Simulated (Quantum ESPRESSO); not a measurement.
Input of a Quantum ESPRESSO 7.5 run:

The input pw.in:

```
&CONTROL
  calculation = 'scf'
  prefix = 'pwscf'
  outdir = './tmp'
  pseudo_dir = './pseudo'
  tprnfor = .true.
  tstress = .true.
  disk_io = 'low'
/
&SYSTEM
  ibrav = 0
  nat = 4
  ntyp = 2
  ecutwfc = 55
  ecutrho = 440
  nbnd = 27
  occupations = 'smearing'
  smearing = 'fd'
  degauss = 0.00367493
/
&ELECTRONS
  conv_thr = 8d-10
  electron_maxstep = 120
  mixing_beta = 0.5
/
ATOMIC_SPECIES
In   114.8180 In.pbe-dn-rrkjus_psl.0.2.2.UPF
Se    78.9710 Se_pbe_v1.uspp.F.UPF
CELL_PARAMETERS angstrom
   2.0000000000    1.1547005384    8.4400000000
  -2.0000000000    1.1547005384    8.4400000000
   0.0000000000   -2.3094010768    8.4400000000
ATOMIC_POSITIONS crystal
In     0.8886000000    0.8886000000    0.8886000000
In     0.0000000000    0.0000000000    0.0000000000
Se     0.1719000000    0.1719000000    0.1719000000
Se     0.3835000000    0.3835000000    0.3835000000
K_POINTS automatic
8 8 8 0 0 0
```

File pp_density.in:

```
&INPUTPP
  prefix = 'pwscf'
  outdir = './tmp'
  filplot = 'density.dat'
  plot_num = 0
/
&PLOT
  nfile = 1
  filepp(1) = 'density.dat'
  iflag = 3
  output_format = 6
  fileout = 'density.cube'
/
```

File pp_potential.in:

```
&INPUTPP
  prefix = 'pwscf'
  outdir = './tmp'
  filplot = 'potential.dat'
  plot_num = 11
/
&PLOT
  nfile = 1
  filepp(1) = 'potential.dat'
  iflag = 3
  output_format = 6
  fileout = 'potential.cube'
/
```

Potentials or basis: SSSP 1.3 efficiency PBE.

The run is started by

```sh
$ OMP_NUM_THREADS=1 mpirun -n 2 pw.x -nk 2 -in pw.in > pw.out
$ OMP_NUM_THREADS=1 mpirun -n 1 pp.x -in pp_density.in > pp_density.out
$ OMP_NUM_THREADS=1 mpirun -n 1 pp.x -in pp_potential.in > pp_potential.out
```

Question: What does it give for the pressure?

Answer: 2.8 GPa.

Question: Predict the largest force.

Answer: 0.390 eV/Å.

Forces on the atoms (eV/Å):
```
In   0.000  0.000  0.390
In   0.000  0.000 -0.375
Se   0.000  0.000 -0.276
Se   0.000  0.000  0.260
```

Caveat: spin-orbit coupling is left out, which moves the levels of the heavy elements.

**Experimental background.**

“The Interaction of Hydrogen with the van der Waals Crystal γ-InSe”, 2020, pmc:7321205 reports, for a bulk crystal of InSe at 300 K: band gap 1.25 eV.

A measured gap of InSe is 1.25 eV (300 K; “The Interaction of Hydrogen with the van der Waals Crystal γ-InSe”, 2020, pmc:7321205); the calculated 0.44 eV misses it by -0.81 eV. Spin-orbit coupling on In, Se is left out. The value is that of PBE on a finite k mesh, which can miss the band edges, without temperature or zero-point motion. Semilocal functionals fall short of measured gaps as a rule.
